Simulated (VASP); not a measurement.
TiS2 in VASP 6.6.1, single-point calculation

INCAR

```
ISMEAR = -1
NSW = 0
NELM = 120
NBANDS = 19
LWAVE = .FALSE.
PREC = Accurate
GGA = PE
LCHARG = .FALSE.
LREAL = .FALSE.
ENCUT = 520
SIGMA = 0.02
IBRION = -1
EDIFF = 0.0001
LASPH = .TRUE.
ISIF = 2
```

KPOINTS

```
KPOINTS created by Atomic Simulation Environment
0
Gamma
12 12 4
0 0 0
```

POSCAR

```
Ti S
 1.0000000000000000
     3.5817985567342729   -0.0000000000288676    0.0000000000000000
    -1.7908992783421365    3.1019285413847526    0.0000000000000000
     0.0000000000000000    0.0000000000000000    5.5969053584999999
 Ti  S
   1   2
Cartesian
  0.0000000000000000  0.0000000000000000 -0.0000000000000000
  0.0000000000166670  2.0679523609135457  1.3348172459418914
  1.7908992783754702  1.0339761804423391  4.2620881125581098
```

The recommended PBE PAW datasets give the neutral cell 24 valence electrons.

Command

```
mpirun -np 1 vasp_std
```

**Question.** Predict the outcome of this run.

**Answer.** It converged. Results: gap between bands v and c on the k mesh 0.04 eV; least direct gap on the k mesh 0.16 eV; pressure -3.3 GPa; largest force 0.06 eV/Å. Band v is the last that the valence electrons fill when counted band by band, and c is the next.

OSZICAR

```
N       E                     dE             d eps       ncg     rms          rms(c)
DAV:   1     0.210145724002E+03    0.21015E+03   -0.11529E+04  2622   0.125E+03
DAV:   2    -0.227533610550E+01   -0.21242E+03   -0.20530E+03  2738   0.333E+02
DAV:   3    -0.233308549827E+02   -0.21056E+02   -0.20653E+02  3773   0.101E+02
DAV:   4    -0.241129882854E+02   -0.78213E+00   -0.78001E+00  3506   0.184E+01
DAV:   5    -0.241396201016E+02   -0.26632E-01   -0.26617E-01  3747   0.308E+00    0.138E+01
DAV:   6    -0.209310009776E+02    0.32086E+01   -0.31104E+01  3121   0.447E+01    0.115E+01
DAV:   7    -0.202251648949E+02    0.70584E+00   -0.20978E+01  3245   0.315E+01    0.615E+00
DAV:   8    -0.198453530706E+02    0.37981E+00   -0.32027E+00  3080   0.141E+01    0.265E+00
DAV:   9    -0.198152792037E+02    0.30074E-01   -0.22371E-01  3140   0.358E+00    0.940E-01
DAV:  10    -0.198102705368E+02    0.50087E-02   -0.60842E-02  3219   0.183E+00    0.434E-01
DAV:  11    -0.198126434205E+02   -0.23729E-02   -0.29429E-02  3318   0.126E+00    0.425E-01
DAV:  12    -0.198099951197E+02    0.26483E-02   -0.12506E-02  3277   0.787E-01    0.715E-02
DAV:  13    -0.198101124267E+02   -0.11731E-03   -0.58249E-04  2988   0.190E-01    0.724E-02
DAV:  14    -0.198100231057E+02    0.89321E-04   -0.36958E-04  2379   0.143E-01
   1 F= -.19810023E+02 E0= -.19809856E+02  d E =-.333316E-03
```

For comparison, a separate PBE run of the intended cell, on usual settings and not on those above, gives a gap of 0.04 eV on its mesh and a pressure of -3.3 GPa.
